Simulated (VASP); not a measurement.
The system is HfO2.

```xyz
12
Lattice="5.1180 0.0000 0.0000 0.0000 5.1857 0.0000 -0.8587 0.0000 5.2139" Properties=species:S:1:pos:R:3 pbc="T T T"
Hf    0.8021    2.3870    3.6914
Hf    3.0279    4.9798    4.1294
Hf    3.4573    2.7987    1.5224
Hf    1.2314    0.2059    1.0845
O    -0.3473    0.8733    4.4146
O     4.1773    3.4661    3.4062
O     4.6066    4.3124    0.7993
O     0.0821    1.7196    1.8076
O     1.4549    3.8473    5.1101
O     2.3751    1.2544    2.7107
O     2.8045    1.3384    0.1038
O     1.8842    3.9313    2.5032
```

| Property | Result |
| --- | --- |
| Program | VASP 6.6.1 |
| Task | relaxation of cell and atoms |
| Functional | BLYP |
| Dispersion | D4 |
| Potentials or basis | VASP PAW PBE potentials, release 64 (Hf_pv, O) |
| Cutoff | 600 eV |
| k mesh | 5 × 5 × 5 |
| Occupations | fermi-dirac, width 0.05 eV |
| Spin | no spin polarisation |

At the start: pressure 3.4 GPa; volume 11.53 Å³/atom.

Q: Where does the relaxation end?

A: Over 26 steps the energy falls by 4.1 meV/atom and the volume is 11.70 Å³/atom (+1.5 %); space group P2_1/c (No. 14, to 0.05 Å).

The path:
```tsv
step	energy change (eV)	largest force (eV/Å)	pressure (GPa)	volume (Å³)
1	0.0000	0.4939	3.42	138.38
2	0.0185	0.4690	-5.33	143.37
3	-0.0378	0.2008	-0.67	140.59
4	-0.0458	0.1016	0.00	140.23
5	-0.0459	0.0886	-0.06	140.25
6	-0.0474	0.0390	0.11	140.13
7	-0.0475	0.0593	0.16	140.09
8	-0.0482	0.0264	-0.03	140.24
9	-0.0482	0.0275	-0.02	140.25
10	-0.0484	0.0151	0.02	140.24
11	-0.0484	0.0145	0.05	140.23
12	-0.0485	0.0168	-0.04	140.30
13	-0.0485	0.0181	-0.07	140.32
14	-0.0486	0.0163	-0.01	140.30
15	-0.0487	0.0179	0.08	140.27
16	-0.0487	0.0170	0.06	140.29
17	-0.0489	0.0185	0.01	140.34
18	-0.0490	0.0298	-0.10	140.43
19	-0.0491	0.0273	-0.07	140.43
20	-0.0492	0.0216	0.01	140.40
21	-0.0492	0.0312	0.16	140.35
22	-0.0493	0.0205	0.06	140.38
23	-0.0494	0.0173	0.02	140.41
24	-0.0495	0.0180	-0.09	140.50
25	-0.0496	0.0107	0.00	140.45
26	-0.0496	0.0091	0.06	140.42
```

Final structure:
```cif
data_structure
_symmetry_space_group_name_H-M 'P 1'
_symmetry_Int_Tables_number 1
_cell_length_a 5.1433
_cell_length_b 5.1881
_cell_length_c 5.3344
_cell_angle_alpha 90.000
_cell_angle_beta 99.438
_cell_angle_gamma 90.000
_cell_volume 140.42
loop_
_atom_site_label
_atom_site_type_symbol
_atom_site_fract_x
_atom_site_fract_y
_atom_site_fract_z
_atom_site_occupancy
Hf1 Hf 0.27531 0.45890 0.70830 1
Hf2 Hf 0.72469 0.95890 0.79170 1
Hf3 Hf 0.72469 0.54110 0.29170 1
Hf4 Hf 0.27531 0.04110 0.20830 1
O1 O 0.06739 0.17226 0.84841 1
O2 O 0.93261 0.67226 0.65159 1
O3 O 0.93261 0.82774 0.15159 1
O4 O 0.06739 0.32774 0.34841 1
O5 O 0.44820 0.74298 0.97650 1
O6 O 0.55180 0.24298 0.52350 1
O7 O 0.55180 0.25702 0.02350 1
O8 O 0.44820 0.75702 0.47650 1
```

Caveat: the PAW data sets were made with another functional, which shifts forces and pressure a little.
